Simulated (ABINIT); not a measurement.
# TiO2 (P1) in ABINIT: single point with PBE

Aim: the single point of TiO2 with PBE.

All numbers are computed with ABINIT 10.8.3 (patched build); they aren't measurements. Logs are shortened: lines on timing, memory, paths and dates and some standing lists are left out, and cuts for length are marked. The log counts tension as positive stress, the text compression.

## (1) The undisturbed crystal

The typed cell holds 9 atoms: a = 2.968 Å, b = 4.708 Å, c = 7.241 Å, α = 88.08°, β = 78.18°, γ = 90.00°.

The cell comes from a database or a generator and needn't be the stable form of this composition.

## (2) Single point, PBE (atoms moved at random, drawn with an rms of 0.05 Å)

run.abi

```
# Pseudopotentials
pp_dirpath "./"
pseudos "Ti.GGA_PBE-JTH.xml, O.GGA_PBE-JTH.xml"

# Structure
acell 3*1.0
rprim
     5.6092070579     0.0000000000     0.0000000000
     0.0003932206     8.8960874692     0.0000000000
     2.8035402707     0.4579816685    13.3858084815
ntypat 2
znucl 22 8
natom 9
typat 1 1 1 2 2 2 2 2 2
xred
     0.0087680000    -0.0010820000     0.0084940000
     0.3280520000     0.4756390000     0.3224060000
     0.6683720000     0.5120990000     0.6854210000
     0.4448060000     0.1808010000     0.1261010000
     0.7857760000     0.3000030000     0.4537280000
     0.0981670000     0.2977920000     0.8097490000
     0.9180370000     0.6966340000     0.2050650000
     0.2133980000     0.6982860000     0.5470280000
     0.5591160000     0.8131860000     0.8730350000
chkprim 0
chksymtnons 0
tolsym 1.0e-6

# Plane-wave basis
ecut 23.0
pawecutdg 45.0
pawxcdev 0
pawovlp 30

# k points
kptopt 1
ngkpt 9 6 4
nshiftk 1
shiftk 0.0 0.0 0.0

# Exchange and correlation
ixc 11

# Bands and occupations
nband 44
occopt 3
tsmear 0.05 eV

# SCF cycle
nstep 100
tolvrs 1.0e-9

# Output
iomode 3
prtwf 0
prtden 0
prteig 0
prtebands 0
enunit 1
```

Potentials or basis: JTH PAW PBE v2.0.

Started as:

```bash
abinit run.abi > log 2>&1
```

run.abo:

```text
.Version 10.8.3 of ABINIT
 Symmetries : space group P1 (#  1); Bravais aP (primitive triclinic)
================================================================================
 Values of the parameters that define the memory need of the present run
     intxc =       0    ionmov =       0      iscf =      17    lmnmax =      18
     lnmax =       6     mgfft =      60  mpssoang =       3    mqgrid =    4043
     natom =       9  nloc_mem =       2    nspden =       1   nspinor =       1
    nsppol =       1      nsym =       1    n1xccc =       1    ntypat =       2
    occopt =       3   xclevel =       2
       mpw =        3546          nfft =       64800          nkpt =         110
 PAW method is used; the additional fine FFT grid is defined by:
   mgfftf=        90    nfftf =    174960
================================================================================
================================================================================

--------------------------------------------------------------------------------
------------- Echo of variables that govern the present computation ------------
--------------------------------------------------------------------------------
 -outvars: echo values of preprocessed input variables --------
            acell      1.0000000000E+00  1.0000000000E+00  1.0000000000E+00 Bohr
              amu      4.78800000E+01  1.59994000E+01
          chkprim           0
      chksymtnons           0
             ecut      2.30000000E+01 Hartree
           enunit           1
                       outvar_i_n : Printing only first  50 k-points.
              ixc          11
                       outvar_i_n : Printing only first  50 k-points.
         kptrlatt        9    0    0      0    6    0      0    0    4
          kptrlen      5.04828635E+01
            natom           9
            nband          44
            ngfft          27      40      60
          ngfftdg          36      54      90
             nkpt         110
            nstep         100
             nsym           1
           ntypat           2
                       prtocc : prtvol=0, do not print more k-points.
           occopt           3
        pawecutdg      4.50000000E+01 Hartree
          pawovlp      3.0000000000E+01
         pawxcdev           0
           prtden           0
        prtebands           0
           prteig           0
            prtwf           0
            rprim      5.6092070579E+00  0.0000000000E+00  0.0000000000E+00
                       3.9322060000E-04  8.8960874692E+00  0.0000000000E+00
                       2.8035402707E+00  4.5798166850E-01  1.3385808481E+01
          spgroup           1
           tolsym      1.00000000E-06
           tolvrs      1.00000000E-09
           tsmear      1.83746611E-03 Hartree
            typat      1  1  1  2  2  2  2  2  2
           useylm           1
                       outvars : Printing only first  50 k-points.
           xangst      3.8626958731E-02 -3.0350802007E-03  6.0166949953E-02
                       1.4521558398E+00  2.3172575780E+00  2.2837515501E+00
                       3.0008812418E+00  2.5768748621E+00  4.8551555220E+00
                       1.5074191132E+00  8.8170102220E-01  8.9323199388E-01
                       3.0055905428E+00  1.5222586999E+00  3.2139663137E+00
                       1.4927666074E+00  1.5981331032E+00  5.7358285328E+00
                       3.0293498395E+00  3.3291771345E+00  1.4525707078E+00
                       1.4451211411E+00  3.4198300177E+00  3.8748535788E+00
                       2.9549816127E+00  4.0397429585E+00  6.1841126857E+00
            xcart      7.2994373078E-02 -5.7354703494E-03  1.1369905724E-01
                       2.7441768293E+00  4.3789821856E+00  4.3156649693E+00
                       5.6708436835E+00  4.8695877501E+00  9.1749142352E+00
                       2.8486092809E+00  1.6661734569E+00  1.6879638353E+00
                       5.6797429724E+00  2.8766520355E+00  6.0735161107E+00
                       2.8209200579E+00  3.0200338777E+00  1.0839145032E+01
                       5.7246415363E+00  6.2912330089E+00  2.7449608163E+00
                       2.7308831754E+00  6.4625421307E+00  7.3224120420E+00
                       5.5841059551E+00  7.6340078107E+00  1.1686279308E+01
             xred      8.7680000000E-03 -1.0820000000E-03  8.4940000000E-03
                       3.2805200000E-01  4.7563900000E-01  3.2240600000E-01
                       6.6837200000E-01  5.1209900000E-01  6.8542100000E-01
                       4.4480600000E-01  1.8080100000E-01  1.2610100000E-01
                       7.8577600000E-01  3.0000300000E-01  4.5372800000E-01
                       9.8167000000E-02  2.9779200000E-01  8.0974900000E-01
                       9.1803700000E-01  6.9663400000E-01  2.0506500000E-01
                       2.1339800000E-01  6.9828600000E-01  5.4702800000E-01
                       5.5911600000E-01  8.1318600000E-01  8.7303500000E-01
            znucl       22.00000    8.00000

================================================================================

 chkinp: Checking input parameters for consistency.

================================================================================
== DATASET  1 ==================================================================

--- !DatasetInfo
iteration_state: {dtset: 1, }
dimensions: {natom: 9, nkpt: 110, mband: 44, nsppol: 1, nspinor: 1, nspden: 1, mpw: 3546, }
cutoff_energies: {ecut:  23.0, pawecutdg:  45.0, }
electrons: {nelect:   7.20000000E+01, charge:   0.00000000E+00, occopt:   3.00000000E+00, tsmear:   1.83746611E-03, }
[... 154 lines left out ...]
 rms dE/dt=  1.0463E-01; max dE/dt=  1.9025E-01; dE/dt below (all hartree)
    1       0.000272789557      0.099101253590      0.190246851858
    2      -0.023001707783     -0.082306201661      0.134463696327
    3       0.002422900992     -0.065116719372     -0.243475970086
    4       0.003855608914     -0.096333617698     -0.184192259294
    5       0.054443332599      0.179769365144      0.017792925821
    6       0.016423780091     -0.108015399518      0.157526952134
    7       0.032324604909      0.032699179574      0.072733283324
    8      -0.067298543191     -0.034401464449     -0.160381974542
    9      -0.019648578684      0.075188483211      0.014179910981

 cartesian coordinates (angstrom) at end:
    1      0.03862695873098    -0.00303508020067     0.06016694995273
    2      1.45215583978246     2.31725757798563     2.28375155008948
    3      3.00088124184561     2.57687486209439     4.85515552196263
    4      1.50741911322261     0.88170102220392     0.89323199387677
    5      3.00559054275859     1.52225869985562     3.21396631365111
    6      1.49276660738642     1.59813310315719     5.73582853276120
    7      3.02934983952445     3.32917713451596     1.45257070780041
    8      1.44512114107025     3.41983001773315     3.87485357884887
    9      2.95498161270313     4.03974295853086     6.18411268565836

 cartesian forces (hartree/bohr) at end:
    1     -0.00005270934384    -0.01113256211457    -0.01382983505951
    2      0.00409662889596     0.00925907907297    -0.01122922106805
    3     -0.00043602759404     0.00732702748125     0.01802056210111
    4     -0.00069144835271     0.01083609805542     0.01352515052482
    5     -0.00971014264642    -0.02019995430603     0.00138640151662
    6     -0.00293208077144     0.01214933411818    -0.01157896976181
    7     -0.00576685307590    -0.00366812101452    -0.00410947908777
    8      0.01199379420844     0.00387380799675     0.00932777447721
    9      0.00349883867995    -0.00844470928945    -0.00151238364262
 frms,max,avg= 9.4537550E-03 2.0199954E-02   4.077E-06 -7.305E-06  8.581E-06 h/b

 cartesian forces (eV/Angstrom) at end:
    1     -0.00271042343736    -0.57245936062777    -0.71115871209903
    2      0.21065712765639     0.47612098918204    -0.57742976385926
    3     -0.02242144037726     0.37677090179708     0.92665456095296
    4     -0.03555570387365     0.55721456576394     0.69549120338630
    5     -0.49931561070772    -1.03872341404794     0.07129163238521
    6     -0.15077365537720     0.62474387924102    -0.59541456480192
    7     -0.29654350819619    -0.18862236644800    -0.21131791108734
    8      0.61674569550187     0.19919921633439     0.47965344889654
    9      0.17991751881112    -0.43424441119474    -0.07776989377348
 frms,max,avg= 4.8613163E-01 1.0387234E+00   2.096E-04 -3.757E-04  4.413E-04 e/A
 length scales=  1.000000000000  1.000000000000  1.000000000000 bohr
              =  0.529177210544  0.529177210544  0.529177210544 angstroms
 Fermi (or HOMO) energy (eV) =   5.02658   Average Vxc (eV)= -10.67728
 Eigenvalues (   eV  ) for nkpt= 110  k points:
 kpt#   1, nband= 44, wtk=  0.00463, kpt=  0.0000  0.0000  0.0000 (reduced coord)
 -52.73762  -52.69483  -52.68959  -29.19714  -29.03617  -28.97776  -28.92119  -28.89706
 -28.84924  -28.83263  -28.81192  -28.78345  -14.10167  -13.19352  -13.01208  -12.51118
 -12.41349  -12.16252   -1.07741   -0.96597   -0.65479   -0.47411   -0.02800    0.28300
   0.51340    0.60036    0.77135    1.32266    1.62382    2.11116    2.35456    2.90142
   3.31884    3.44378    3.51012    3.89236    6.18120    6.51860    6.66222    6.79963
   7.08686    7.15338    7.23036    7.51429
 prteigrs : prtvol=0 or 1, do not print more k-points.

--- !EnergyTerms
iteration_state     : {dtset: 1, }
comment             : Components of total free energy in Hartree
kinetic             :  6.87320735447536E+01
hartree             :  7.25995611725948E+01
xc                  : -2.76241386340440E+01
Ewald energy        : -1.85832979961172E+02
psp_core            :  1.12144858644527E+01
local_psp           : -2.18409452875082E+02
PAW spherical_terms :  5.95046516964158E+00
internal            : -2.73369985718855E+02
'-kT*entropy'       : -6.80090548288720E-13
total_energy        : -2.73369985718856E+02
total_energy_eV     : -7.43877626945410E+03
...

--- !EnergyTermsDC
iteration_state     : {dtset: 1, }
comment             : '"Double-counting" decomposition of free energy'
band_energy         : -3.48391840301107E+01
Ewald energy        : -1.85832979961172E+02
psp_core            :  1.12144858644527E+01
xc_dc               : -6.61123859373307E+01
PAW spherical_terms :  2.20008066476522E+00
internal            : -2.73369983399395E+02
'-kT*entropy'       : -6.80090548288720E-13
total_energy_dc     : -2.73369983399396E+02
total_energy_dc_eV  : -7.43877620633837E+03
...

--- !EnergyTermsWithPAWCore
iteration_state     : {dtset: 1, }
comment             : 'Components of total free energy, including PAW core contributions'
Total energy        : -3.01352272868082E+03
Total energy DC     : -3.01352272636136E+03
Total energy (eV)   : -8.20021309311763E+04
Total energy DC (eV): -8.20021308680606E+04
...

 Cartesian components of stress tensor (hartree/bohr^3)
  sigma(1 1)= -1.82925855E-04  sigma(3 2)=  6.64918827E-06
  sigma(2 2)= -1.77727483E-04  sigma(3 1)=  1.92644610E-05
  sigma(3 3)= -1.97702853E-04  sigma(2 1)= -5.38530110E-05

-Cartesian components of stress tensor (GPa)         [Pressure=  5.4758E+00 GPa]
- sigma(1 1)= -5.38186446E+00  sigma(3 2)=  1.95625873E-01
- sigma(2 2)= -5.22892309E+00  sigma(3 1)=  5.66780009E-01
- sigma(3 3)= -5.81661876E+00  sigma(2 1)= -1.58441029E+00

== END DATASET(S) ==============================================================
================================================================================

 -outvars: echo values of variables after computation  --------
            acell      1.0000000000E+00  1.0000000000E+00  1.0000000000E+00 Bohr
           etotal     -2.7336998340E+02
            fcart     -5.2709343839E-05 -1.1132562115E-02 -1.3829835060E-02
                       4.0966288960E-03  9.2590790730E-03 -1.1229221068E-02
                      -4.3602759404E-04  7.3270274812E-03  1.8020562101E-02
                      -6.9144835271E-04  1.0836098055E-02  1.3525150525E-02
                      -9.7101426464E-03 -2.0199954306E-02  1.3864015166E-03
                      -2.9320807714E-03  1.2149334118E-02 -1.1578969762E-02
                      -5.7668530759E-03 -3.6681210145E-03 -4.1094790878E-03
                       1.1993794208E-02  3.8738079968E-03  9.3277744772E-03
                       3.4988386799E-03 -8.4447092895E-03 -1.5123836426E-03
            rprim      5.6092070579E+00  0.0000000000E+00  0.0000000000E+00
                       3.9322060000E-04  8.8960874692E+00  0.0000000000E+00
                       2.8035402707E+00  4.5798166850E-01  1.3385808481E+01
           strten     -1.8292585483E-04 -1.7772748348E-04 -1.9770285310E-04
                       6.6491882705E-06  1.9264460959E-05 -5.3853011008E-05
           xangst      3.8626958731E-02 -3.0350802007E-03  6.0166949953E-02
                       1.4521558398E+00  2.3172575780E+00  2.2837515501E+00
                       3.0008812418E+00  2.5768748621E+00  4.8551555220E+00
                       1.5074191132E+00  8.8170102220E-01  8.9323199388E-01
                       3.0055905428E+00  1.5222586999E+00  3.2139663137E+00
                       1.4927666074E+00  1.5981331032E+00  5.7358285328E+00
                       3.0293498395E+00  3.3291771345E+00  1.4525707078E+00
                       1.4451211411E+00  3.4198300177E+00  3.8748535788E+00
                       2.9549816127E+00  4.0397429585E+00  6.1841126857E+00
             xred      8.7680000000E-03 -1.0820000000E-03  8.4940000000E-03
                       3.2805200000E-01  4.7563900000E-01  3.2240600000E-01
                       6.6837200000E-01  5.1209900000E-01  6.8542100000E-01
                       4.4480600000E-01  1.8080100000E-01  1.2610100000E-01
                       7.8577600000E-01  3.0000300000E-01  4.5372800000E-01
                       9.8167000000E-02  2.9779200000E-01  8.0974900000E-01
                       9.1803700000E-01  6.9663400000E-01  2.0506500000E-01
                       2.1339800000E-01  6.9828600000E-01  5.4702800000E-01
                       5.5911600000E-01  8.1318600000E-01  8.7303500000E-01
 Calculation completed.
```

Run time: 22 min. Hardware: 1 thread of Arm Neoverse V2, shared host; peak memory 0.52 GiB.

What came out:

```
Free energy            : -7438.7762 eV
Pressure               : 5.5 GPa
Largest force          : 1.155 eV/Å
Band gap on the k mesh : 2.27 eV, indirect (least direct gap 2.29 eV)
```

Forces in eV/Å, atoms in the order of the input:
```
Ti  -0.003 -0.572 -0.711
Ti   0.211  0.476 -0.577
Ti  -0.022  0.377  0.927
O   -0.036  0.557  0.695
O   -0.499 -1.039  0.071
O   -0.151  0.625 -0.595
O   -0.297 -0.189 -0.211
O    0.617  0.199  0.480
O    0.180 -0.434 -0.078
```

Levels at points of the mesh, in eV from the valence-band top:
| k point | band 34 | band 35 | band 36 | band 37 | band 38 | band 39 |
| --- | --- | --- | --- | --- | --- | --- |
| (0.00, 0.00, 0.00) | -0.46 | -0.40 | -0.02 | 2.27 | 2.61 | 2.75 |
| (0.00, 0.50, 0.00) | -1.03 | -0.93 | -0.87 | 2.46 | 2.58 | 2.72 |
| (0.00, 0.00, 0.50) | -0.93 | -0.38 | -0.12 | 2.46 | 2.60 | 2.72 |
| (0.00, 0.50, 0.50) | -0.87 | -0.77 | -0.35 | 2.32 | 2.59 | 2.64 |

Caveat: an odd mesh through Γ misses points on the zone boundary, where band edges often lie; the atomic spheres overlap.
